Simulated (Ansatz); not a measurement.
Cd (bcc)

Computed with Ansatz (plane waves, PAW, 500 eV cutoff): r²SCAN, scalar-relativistic, no spin polarisation, Γ-centred 16×16×16 mesh, 0.05 eV Gaussian smearing. The datasets are Ansatz's generated set soft_2.

```cif
data_structure
_symmetry_space_group_name_H-M 'P 1'
_symmetry_Int_Tables_number 1
_cell_length_a 3.0624
_cell_length_b 3.0624
_cell_length_c 3.0624
_cell_angle_alpha 109.471
_cell_angle_beta 109.471
_cell_angle_gamma 109.471
_cell_volume 22.11
loop_
_atom_site_label
_atom_site_type_symbol
_atom_site_fract_x
_atom_site_fract_y
_atom_site_fract_z
_atom_site_occupancy
Cd1 Cd 0.00000 0.00000 0.00000 1
```

At room temperature and ambient pressure Cd is hcp.

Path: Γ–H–N–Γ–P–H | P–N, with Γ = (0.000, 0.000, 0.000), H = (0.500, -0.500, 0.500), N = (0.000, 0.000, 0.500), P = (0.250, 0.250, 0.250) in reciprocal vectors of the calculation's cell.

**Question.** Is it a metal or an insulator, and if it has a gap, where are the band edges on this path?

**Answer.** A metal: bands cross the Fermi level.

Bands as a text map, energy in eV from the Fermi level (dashes), each leg drawn with the same width:
```
  4.86 |                                             
  4.57 |                                       *     
  4.29 |         *                                   
  4.00 |      *                   *           *      
  3.71 |        *                                    
  3.43 |       *                   *       *  *      
  3.14 |                *                 *          
  2.86 |        *                         *  *       
  2.57 |                           *         *       
  2.29 |                            *    *  *        
  2.00 |                                             
  1.71 |         *                       *   *       
  1.43 |      *  *                   *  *            
  1.14 |                            *   *   **       
  0.86 |                             ***      *      
  0.57 |          *    *              **      *      
  0.29 |                                             
  0.00 |-----------*---------------------------*-----
 -0.29 |                                       **    
 -0.57 |           **                            *   
 -0.86 |             **            *            * ***
 -1.14 |                                             
 -1.43 |            *                            *   
 -1.71 |     *                                       
 -2.00 |             *                            *  
 -2.29 |              *                            **
 -2.57 |                                             
 -2.86 |                                             
        Γ      H      N      Γ      P      HP       N
```
